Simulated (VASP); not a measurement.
Computed with PBE GGA, VASP's PBE PAW potentials (set 64) (plane waves; VASP).

Input for VASP

**KPOINTS**
```
Automatic mesh
0
G
8 8 5
```

### INCAR
```
SYSTEM = BeO
PREC = Single; ENCUT = 520; LREAL = .False.
LASPH = .True.
EDIFF = 1E-6; NELM = 100; ALGO = Normal
ISMEAR = 0; SIGMA = 0.05
GGA = PE
ISIF = 2
LWAVE = .False.; LCHARG = .False.
```

File POSCAR:
```
BeO
1
    1.3500000000    -2.3382690000     0.0000000000
    1.3500000000     2.3382690000     0.0000000000
    0.0000000000     0.0000000000     4.3800000000
Be O
2 2
Direct
  0.6666670000   0.3333330000   0.5000000000
  0.3333330000   0.6666670000   0.0000000000
  0.6666670000   0.3333330000   0.8780000000
  0.3333330000   0.6666670000   0.3780000000
```

POTCAR, in this order: Be O (PBE.64 set). Program: vasp_std.

Output of the run:

OUTCAR:
```
 ion  position               nearest neighbor table
   1  0.667  0.333  0.500-   4 1.65   4 1.65   4 1.65   3 1.66
   2  0.333  0.667  0.000-   3 1.65   3 1.65   3 1.65   4 1.66
   3  0.667  0.333  0.878-   2 1.65   2 1.65   2 1.65   1 1.66
   4  0.333  0.667  0.378-   1 1.65   1 1.65   1 1.65   2 1.66
  LATTYP: Found a hexagonal cell.
 ALAT       =     2.7000003549
 C/A-ratio  =     1.6222220090
 Subroutine PRICEL returns:
 Original cell was already a primitive cell.
 Subroutine GETGRP returns: Found 12 space group operations
The static configuration has the point symmetry C_3v.
 The point group associated with its full space group is C_6v.
The dynamic configuration has the point symmetry C_3v.
 Subroutine INISYM returns: Found 12 space group operations
 Subroutine IBZKPT returns following result:
 Found     30 irreducible k-points:

 Following reciprocal coordinates:
            Coordinates               Weight
  0.000000  0.000000  0.000000      1.000000
  0.125000  0.000000  0.000000      6.000000
  0.250000  0.000000  0.000000      6.000000
  0.375000 -0.000000  0.000000      6.000000
  0.500000  0.000000  0.000000      3.000000
  0.125000  0.125000  0.000000      6.000000
  0.250000  0.125000  0.000000     12.000000
  0.375000  0.125000  0.000000     12.000000
  0.250000  0.250000  0.000000      6.000000
  0.375000  0.250000  0.000000      6.000000
  0.000000  0.000000  0.200000      2.000000
  0.125000  0.000000  0.200000     12.000000
  0.250000  0.000000  0.200000     12.000000
  0.375000 -0.000000  0.200000     12.000000
  0.500000  0.000000  0.200000      6.000000
  0.125000  0.125000  0.200000     12.000000
  0.250000  0.125000  0.200000     24.000000
  0.375000  0.125000  0.200000     24.000000
  0.250000  0.250000  0.200000     12.000000
  0.375000  0.250000  0.200000     12.000000
...
```

OSZICAR:
```
       N       E                     dE             d eps       ncg     rms          rms(c)
DAV:   1     0.631052793116E+02    0.63105E+02   -0.88778E+03   720   0.127E+03
DAV:   2    -0.273797243055E+02   -0.90485E+02   -0.85676E+02   944   0.281E+02
DAV:   3    -0.306263348721E+02   -0.32466E+01   -0.32345E+01   960   0.568E+01
DAV:   4    -0.306503481819E+02   -0.24013E-01   -0.24004E-01   884   0.562E+00
DAV:   5    -0.306506443466E+02   -0.29616E-03   -0.29613E-03   944   0.533E-01    0.910E+00
DAV:   6    -0.284642584982E+02    0.21864E+01   -0.74742E+00   828   0.248E+01    0.290E+00
DAV:   7    -0.284495914123E+02    0.14667E-01   -0.14910E-01   844   0.391E+00    0.185E+00
DAV:   8    -0.284575146996E+02   -0.79233E-02   -0.41407E-02   772   0.293E+00    0.267E-01
DAV:   9    -0.284564256523E+02    0.10890E-02   -0.29380E-03   952   0.549E-01    0.707E-02
DAV:  10    -0.284567456800E+02   -0.32003E-03   -0.82417E-04   824   0.247E-01    0.502E-02
DAV:  11    -0.284567110253E+02    0.34655E-04   -0.16587E-04   896   0.121E-01    0.403E-03
DAV:  12    -0.284567105191E+02    0.50621E-06   -0.40125E-06   872   0.220E-02
   1 F= -.28456711E+02 E0= -.28456711E+02  d E =-.108161E-10
```

File OUTCAR:
```
------------------------ aborting loop because EDIFF is reached ----------------------------------------
  FORCE on cell =-STRESS in cart. coord.  units (eV):
  Direction    XX          YY          ZZ          XY          YZ          ZX
  --------------------------------------------------------------------------------------
  Total        0.5732356      0.5732358      0.6498739     -0.0000000      0.0000000      0.0000000
  in kB       33.2132504     33.2132620     37.6536724     -0.0000000      0.0000000      0.0000000
  external PRESSURE =      34.6933950 kB  Pullay stress =       0.0000000 kB
  volume of cell :       27.65
      direct lattice vectors                 reciprocal lattice vectors
     1.350000000 -2.338269000  0.000000000     0.370370370 -0.213833396  0.000000000
     1.350000000  2.338269000  0.000000000     0.370370370  0.213833396  0.000000000
     0.000000000  0.000000000  4.380000000     0.000000000  0.000000000  0.228310502
 POSITION                                       TOTAL-FORCE (eV/Angst)
 -----------------------------------------------------------------------------------
      1.35000     -0.77942      2.19000         0.000000      0.000000      0.005148
      1.35000      0.77942      0.00000         0.000000     -0.000000      0.005148
      1.35000     -0.77942      3.84564        -0.000000      0.000000     -0.005148
      1.35000      0.77942      1.65564        -0.000000     -0.000000     -0.005148
 -----------------------------------------------------------------------------------
    total drift:                               -0.000070      0.001584      0.001661
  FREE ENERGIE OF THE ION-ELECTRON SYSTEM (eV)
  ---------------------------------------------------
  free  energy   TOTEN  =       -28.4567105191 eV

  energy  without entropy=      -28.4567105191  energy(sigma->0) =      -28.45671052
```
(Selected blocks of OUTCAR.)

The compound is BeO in the wurtzite structure. The cell was not relaxed at this level. The run is one of a series of settings (PREC = Single against the base run), some of them coarse on purpose.
